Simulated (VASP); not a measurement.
**VASP 6.6.1 run: MgH2**

INCAR

```
ENCUT = 520
PREC = Accurate
SIGMA = 0.02
EDIFF = 1E-7
NSW = 0
NBANDS = 9
ISMEAR = -1
LREAL = .FALSE.
NELM = 64
IBRION = -1
LCHARG = .FALSE.
LASPH = .TRUE.
ISIF = 2
GGA = PS
LWAVE = .FALSE.
```

KPOINTS

```
KPOINTS created by Atomic Simulation Environment
0
Gamma
10 10 10
0 0 0
```

POSCAR

```
Mg H
 1.0000000000000000
    -0.0247000000000000    2.3506999999999998    2.4428000000000001
     2.4110999999999998   -0.0197000000000000    2.4378000000000002
     2.3523999999999998    2.2869999999999999    0.0390000000000000
 Mg  H
   1   2
Cartesian
  4.5333882799999996  2.3764306799999999  2.5662141600000004
  1.0582918399999999  1.2347021199999997  1.3575500400000000
  3.4148129299999996  3.4743303899999995  3.7166267999999998
```

The recommended PBE PAW datasets give the neutral cell 4 valence electrons.

Command

```
mpirun -np 1 vasp_std
```

OSZICAR

```
N       E                     dE             d eps       ncg     rms          rms(c)
DAV:   1    -0.375674549932E+01   -0.37567E+01   -0.16428E+03  9256   0.328E+02
DAV:   2    -0.903622503585E+01   -0.52795E+01   -0.49250E+01 11915   0.414E+01
DAV:   3    -0.916749823833E+01   -0.13127E+00   -0.13079E+00 11329   0.615E+00
DAV:   4    -0.916775635308E+01   -0.25811E-03   -0.25811E-03 11991   0.253E-01
DAV:   5    -0.916775724169E+01   -0.88861E-06   -0.88846E-06 10951   0.123E-02    0.437E+00
DAV:   6    -0.870145221310E+01    0.46631E+00   -0.34148E-01  9592   0.216E+00    0.214E+00
DAV:   7    -0.854747289398E+01    0.15398E+00   -0.38090E-01 10051   0.249E+00    0.352E-01
DAV:   8    -0.854890496043E+01   -0.14321E-02   -0.44099E-03 10506   0.387E-01    0.347E-02
DAV:   9    -0.854887985302E+01    0.25107E-04   -0.98543E-05 11289   0.453E-02    0.114E-02
DAV:  10    -0.854888340589E+01   -0.35529E-05   -0.52741E-06 11020   0.122E-02    0.390E-03
DAV:  11    -0.854888363536E+01   -0.22947E-06   -0.40994E-07 11377   0.251E-03    0.849E-04
DAV:  12    -0.854888358774E+01    0.47620E-07   -0.22612E-08  5769   0.748E-04
   1 F= -.85488836E+01 E0= -.85486983E+01  d E =-.370495E-03
```

From OUTCAR

```
k-points           NKPTS =    504   k-points in BZ     NKDIM =    504   number of bands    NBANDS=      9

   NELECT =       4.0000    total number of electrons

   dimension x,y,z NGX =    28 NGY =   28 NGZ =   24
   dimension x,y,z NGXF=    56 NGYF=   56 NGZF=   48

  energy-cutoff  :      520.00
  volume of cell :       26.98
      direct lattice vectors                 reciprocal lattice vectors
    -0.024700000  2.350700000  2.442800000    -0.206668740  0.209064212  0.206094661
     2.411100000 -0.019700000  2.437800000     0.203666175 -0.213021084  0.207048967
     2.352400000  2.287000000  0.039000000     0.214179463  0.220531806 -0.210051533

 k-points in reciprocal lattice and weights: KPOINTS created by Atomic Simulation Env
   0.00000000  0.00000000  0.00000000       0.001
   0.10000000 -0.00000000  0.00000000       0.002
   0.20000000 -0.00000000  0.00000000       0.002
   0.30000000 -0.00000000  0.00000000       0.002
   0.40000000  0.00000000  0.00000000       0.002
   0.50000000 -0.00000000  0.00000000       0.001
  -0.00000000  0.10000000 -0.00000000       0.002
   0.10000000  0.10000000 -0.00000000       0.002
   ...

 E-fermi :   2.7920

 k-point     1 :       0.0000    0.0000    0.0000
  band No.  band energies     occupation
      1      -7.0948      2.00000
      2       3.9501      0.00000
      3      11.7856      0.00000
      4      11.9292      0.00000
      5      12.6528      0.00000
      6      14.1409      0.00000
      7      14.5677      0.00000
      8      15.2705      0.00000
      9      15.4950      0.00000

 k-point     2 :       0.1000   -0.0000    0.0000
  band No.  band energies     occupation
      1      -6.9157      2.00000
      2       3.4907      0.00000
      3      11.0028      0.00000
      4      11.6808      0.00000
      5      12.3664      0.00000
      6      14.4734      0.00000
      7      15.1124      0.00000
      8      15.5611      0.00000
      9      15.7933      0.00000

 k-point     3 :       0.2000   -0.0000    0.0000
  band No.  band energies     occupation
      1      -6.3826      2.00000
      2       2.2582      2.00000
      3      10.0234      0.00000
      4      11.2965      0.00000
      5      12.0449      0.00000
      6      13.1559      0.00000
      7      14.9018      0.00000
      8      15.9951      0.00000
      9      16.6411      0.00000

 k-point     4 :       0.3000   -0.0000    0.0000
  band No.  band energies     occupation
      1      -5.5100      2.00000
      2       0.5956      2.00000
      3       9.5042      0.00000
      4      11.0739      0.00000
      5      11.6441      0.00000
      6      12.1344      0.00000
      7      13.5253      0.00000
      8      14.6123      0.00000
      9      18.4558      0.00000

 k-point     5 :       0.4000    0.0000    0.0000
  band No.  band energies     occupation
      1      -4.3246      2.00000
      2      -1.1715      2.00000
      3       9.4513      0.00000
      4      10.5430      0.00000
      5      11.2871      0.00000
      6      12.1774      0.00000
      7      12.4633      0.00000
      8      13.4888      0.00000
      9      20.6076      0.00000

 ...

  Total       -0.3397347      0.2551999     -0.4303260     -0.0994339     -0.0476134     -0.1271645
  in kB      -20.1744273     15.1545089    -25.5540014     -5.9046707     -2.8274217     -7.5513929
  external PRESSURE =     -10.1913066 kB  Pullay stress =       0.0000000 kB

 POSITION                                       TOTAL-FORCE (eV/Angst)
 -----------------------------------------------------------------------------------
      4.53339      2.37643      2.56621         0.333626     -0.222962     -0.086082
      1.05829      1.23470      1.35755        -0.196703     -0.077216     -0.179046
      3.41481      3.47433      3.71663        -0.136923      0.300178      0.265128
 -----------------------------------------------------------------------------------
    total drift:                               -0.000106     -0.000010      0.000013

  FREE ENERGIE OF THE ION-ELECTRON SYSTEM (eV)
  ---------------------------------------------------
  free  energy   TOTEN  =        -8.5488835877 eV

  energy  without entropy=       -8.5485130927  energy(sigma->0) =       -8.54869834
```

It converged. Results: gap between bands v and c on the k mesh -1.71 eV (bands overlap: a metal); least direct gap on the k mesh 1.50 eV; pressure -1.0 GPa; largest force 0.42 eV/Å. Band v is the last that the valence electrons fill when counted band by band, and c is the next.

For comparison, a separate PBEsol run of the intended cell, on usual settings and not on those above, gives a gap of -1.71 eV on its mesh and a pressure of -1.1 GPa.

The run above took about 96 s on one core of a shared host (Intel Xeon Platinum 8488C) and held 0.26 GiB at most.
